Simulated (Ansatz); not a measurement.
Co in Ansatz: the effect of target pressure

Crystal: Co.

```
Co
1.0
     2.47200    0.00000    0.00000
    -1.23600    2.14081    0.00000
     0.00000    0.00000    4.02114
Co
2
Direct
  0.66667 0.33333 0.75000
  0.33333 0.66667 0.25000
```

Alike in all runs:

| Property | Result |
| --- | --- |
| Program | Ansatz 0.2.0 |
| Task | relaxation of cell and atoms |
| Functional | r2SCAN |
| Potentials or basis | Ansatz PAW |
| Cutoff | 500 eV (not typed: the program's choice for these potentials) |
| k mesh | 12 × 12 × 7 |
| Occupations | fermi-dirac, width 0.05 eV |
| Spin | collinear spin, ferromagnetic start |
| Starting moments | [2.0, 2.0] μB |

Each run relaxes the cell or the atoms first.

```tsv
target pressure	relaxed volume (Å³/atom)	moment (μB)
0 GPa	10.65	3.57
2 GPa	10.56	3.56
5 GPa	10.43	3.53
10 GPa	?	?
20 GPa	9.88	3.39
30 GPa	9.59	3.35
```

Problem. What does the run with target pressure 10 GPa give?

Solution. Relaxed volume 10.23 Å³/atom; moment 3.47 μB.

Worked out: In Murnaghan's law V^(-B') rises as a straight line in P. The other rows fit best with B' = 4.3, V0 = 10.65 Å³/atom and B0 = 226 GPa, which gives 10.23 Å³/atom at 10 GPa, against the run's 10.23. A parabola through the other rows of the moment, of slope -0.00913 μB per GPa there, gives 3.47 μB, against the run's 3.47.

Caveats: the magnetic or orbital state may not be the lowest; the plane-wave basis is chosen anew once the cell has moved, so the energies of steps on either side of that aren't comparable; the PAW data sets come from PBE, with cores solved anew for the run's functional, which leaves a small shift of forces and pressure.

Runs at the PBE level aren't shown here.
